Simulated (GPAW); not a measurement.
HfB2:

```
Hf B
1.0
     3.14000    0.00000    0.00000
    -1.57000    2.71932    0.00000
     0.00000    0.00000    3.48000
Hf B
1 2
Direct
  0.00000 0.00000 0.00000
  0.66667 0.33333 0.50000
  0.33333 0.66667 0.50000
```

- Program: GPAW 26.7.0
- Task: relaxation of cell and atoms
- Functional: PBEsol
- Dispersion: D3(BJ)+ATM
- Potentials or basis: PAW data sets generated in the run's folder for this functional
- Cutoff: 800 eV
- Basis: pw
- k mesh: 7 × 7 × 6
- Occupations: fermi-dirac, width 0.05 eV
- Spin: no spin polarisation

At the start: pressure -8.2 GPa; volume 9.90 Å³/atom.

Task: Where does the relaxation end?

Result: Over 6 steps the energy falls by 8.0 meV/atom and the volume is 9.60 Å³/atom (-3.1 %); space group P6/mmm (No. 191, to 0.05 Å).

The path:
| step | energy change (eV) | largest force (eV/Å) | pressure (GPa) | volume (Å³) |
| --- | --- | --- | --- | --- |
| 1 | 0.0000 | 0.0000 | -8.16 | 29.71 |
| 2 | -0.0095 | 0.0000 | -6.38 | 29.50 |
| 3 | -0.0234 | 0.0000 | 0.28 | 28.76 |
| 4 | -0.0235 | 0.0000 | 0.07 | 28.78 |
| 5 | -0.0238 | 0.0000 | -0.24 | 28.81 |
| 6 | -0.0239 | 0.0000 | -0.19 | 28.80 |

Final structure:
```xyz
3
Lattice="3.1137 0.0000 0.0000 -1.5569 2.6966 0.0000 0.0000 0.0000 3.4304" Properties=species:S:1:pos:R:3 pbc="T T T"
Hf    0.0000    0.0000    0.0000
B     1.5569    0.8989    1.7152
B     0.0000    1.7977    1.7152
```

Caveat: later steps reuse the first step's grids; pairwise dispersion overbinds metals, which lowers pressure and volume.
